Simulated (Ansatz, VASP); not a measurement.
# One calculation of CdF2, two programs

POSCAR

```
CdF2
1.0
    0.0000000000      2.6940000000      2.6940000000
    2.6940000000      0.0000000000      2.6940000000
    2.6940000000      2.6940000000      0.0000000000
Cd F
1 2
Direct
    0.0000000000      0.0000000000      0.0000000000
    0.7500000000      0.7500000000      0.7500000000
    0.2500000000      0.2500000000      0.2500000000
```

The input INCAR.step1:

```
PREC = Accurate
ENCUT = 520
ISMEAR = -1
SIGMA = 0.05
LREAL = F
LASPH = T
NELM = 60
NBANDS = 20
GGA = PE
ALGO = Normal
EDIFF = 1E-4
LWAVE = T
LCHARG = F
```

File INCAR.step2:

```
PREC = Accurate
ENCUT = 520
EDIFF = 1E-7
ISMEAR = -1
SIGMA = 0.05
LREAL = F
LASPH = T
NELM = 60
ALGO = Normal
ISIF = 2
LWAVE = F
LCHARG = F
METAGGA = R2SCAN
LMIXTAU = T
NBANDS = 20
ISTART = 1
```

Contents of KPOINTS:

```
regular mesh
0
Gamma
  9 9 9
```

input.yaml

```yaml
crystal:
  lattice:
    - [0.0, 2.694, 2.694]
    - [2.694, 0.0, 2.694]
    - [2.694, 2.694, 0.0]
  atoms:
    - { symbol: Cd, position: [0.0, 0.0, 0.0] }
    - { symbol: F, position: [0.75, 0.75, 0.75] }
    - { symbol: F, position: [0.25, 0.25, 0.25] }
hamiltonian:
  xc: r2scan
  pseudopotentials: { kind: paw }
kpoints:
  mp_grid: { grid: [9, 9, 9] }
  band_path:
    path:
      - [[0.0, 0.0, 0.0], [0.5, 0.0, 0.5], [0.5, 0.25, 0.75], [0.375, 0.375, 0.75], [0.0, 0.0, 0.0], [0.5, 0.5, 0.5], [0.625, 0.25, 0.625], [0.5, 0.25, 0.75], [0.5, 0.5, 0.5], [0.375, 0.375, 0.75]]
      - [[0.625, 0.25, 0.625], [0.5, 0.0, 0.5]]
    npoints: 14
scf:
  occupations: { method: fermi_dirac, width: 0.05 }
  n_extra_bands: 7
output:
  forces: true
  stress: true
  eigenvalues: true
  fatbands: false
```

Alike in both runs: functional r2SCAN; k mesh 9 × 9 × 9; occupations fermi-dirac, width 0.05 eV; no spin polarisation.

|  | VASP | Ansatz |
| --- | --- | --- |
| version | VASP 6.6.1 | Ansatz 0.2.0 |
| potentials or method | VASP PAW PBE potentials, release 64 (Cd, F) | Ansatz PAW |
| plane-wave cutoff (eV) | 520 | 500 |
| valence electrons in the cell | 26 | 34 |
| task | single point | band structure |

Ansatz gave:

* gap on the k mesh at the Fermi level (eV): 3.82
* least direct gap on the mesh (eV): 4.31
* pressure (GPa): 0.0

Problem. Estimate VASP's values.

Solution. gap on the k mesh at the Fermi level (eV): 3.78; least direct gap on the mesh (eV): 4.25; pressure (GPa): 1.0.

The two sets of potentials don't hold the same shells in valence.

Caveats: the PAW data sets were made with another functional, which shifts forces and pressure a little (VASP); an odd mesh through Γ misses points on the zone boundary, where band edges often lie (VASP); the PAW data sets come from PBE, with cores solved anew for the run's functional, which leaves a small shift of forces and pressure (Ansatz). r2SCAN opens gaps a little over a GGA but as a rule still falls short of measured ones.
